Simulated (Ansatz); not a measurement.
# Al3Ru2: straining the crystal, equal strain of all cell vectors

Aim: apply equal strain of all cell vectors to Al3Ru2 from -3 to +1.5 %, where the shape is held and the atoms relax, and follow energy, stress and any gap.

Program: Ansatz 0.2.0. Level of theory: DFT r2SCAN, scalar-relativistic, plane waves, PAW. These are calculated values, not measurements.

2 further runs of the same task are left out: 2 set aside as unsound or not needed.

## (1) The system as given

Symmetry: I4/mmm, No. 139, tetragonal system. The conventional cell has a = 3.077 Å, b = 3.077 Å, c = 14.274 Å, α = 90.00°, β = 90.00°, γ = 90.00°. Al (site symmetry 4/mmm) has 8 Ru at 2.65 Å and 2 Al at 2.77 Å as nearest neighbours. Al (site symmetry 4mm) has 5 Ru at 2.51 to 2.86 Å and 5 Al at 2.70 to 2.77 Å as nearest neighbours. Ru (site symmetry 4mm) has 9 Al at 2.51 to 2.86 Å as nearest neighbours.

Coordinates:

```xyz
10
Lattice="3.0773 0.0000 0.0000 0.0000 3.0773 0.0000 0.0000 0.0000 14.2743" Properties=species:S:1:pos:R:3 pbc="T T T"
Al    0.0000    0.0000    0.0000
Al    1.5387    1.5387    4.3701
Al    0.0000    0.0000    2.7671
Al    1.5387    1.5387    7.1372
Al    0.0000    0.0000   11.5072
Al    1.5387    1.5387    9.9042
Ru    1.5387    1.5387    1.5119
Ru    0.0000    0.0000    5.6252
Ru    0.0000    0.0000    8.6491
Ru    1.5387    1.5387   12.7624
```

It goes back to an entry of the Materials Project, which need not be the stable form.

The unstrained cell was computed beforehand with the same settings: E(σ→0) = -26812.9530 eV for 10 atoms, gap none (metal).

## (2) Strain -1.5 %

input.yaml

```yaml
crystal:
  lattice:
    - [3.0311546963, 0.0, 0.0]
    - [0.0, 3.0311546963, 0.0]
    - [0.0, 0.0, 14.0602022522]
  atoms:
    - { symbol: Al, position: [0.0, 0.0, 0.0] }
    - { symbol: Al, position: [0.5, 0.5, 0.3061492635] }
    - { symbol: Al, position: [0.0, 0.0, 0.1938507365] }
    - { symbol: Al, position: [0.5, 0.5, 0.5] }
    - { symbol: Al, position: [0.0, 0.0, 0.8061492635] }
    - { symbol: Al, position: [0.5, 0.5, 0.6938507365] }
    - { symbol: Ru, position: [0.5, 0.5, 0.1059185309] }
    - { symbol: Ru, position: [0.0, 0.0, 0.3940814691] }
    - { symbol: Ru, position: [0.0, 0.0, 0.6059185309] }
    - { symbol: Ru, position: [0.5, 0.5, 0.8940814691] }
basis:
  ecutwfc: 500
kpoints:
  mp_grid: { grid: [12, 12, 4] }
hamiltonian:
  xc: r2scan
scf:
  occupations: { method: gaussian, width: 0.1 }
output:
  forces: true
  stress: true
  eigenvalues: true
relax:
  adjacent_minimum: "off"
  f_tol: 0.008
  max_steps: 40
```

Run with:

```console
> ansatz run input.yaml --threads 1 --pin off --max-ram 2560MiB --backend cpu --events-out ev --progress --plain --runs-dir out
```

Further runs follow: the cell strained by +1.5 %; the cell strained by -3.0 %.

What does the calculation give? Wanted: (1/V) d²E/dε², innermost pair.

As calculated:

```
                     quantity                    value
          largest energy cost  73.4 meV/atom at -3.0 %
(1/V) d²E/dε², innermost pair                 1745 GPa
```

**Reading.** The pair at ±1.5 % gives a curvature of 1745 GPa, a rough value of nine times the bulk modulus at fixed shape; so few points cannot test it. On this cell's mesh the unstrained reference holds a stress of up to 0.39 GPa.
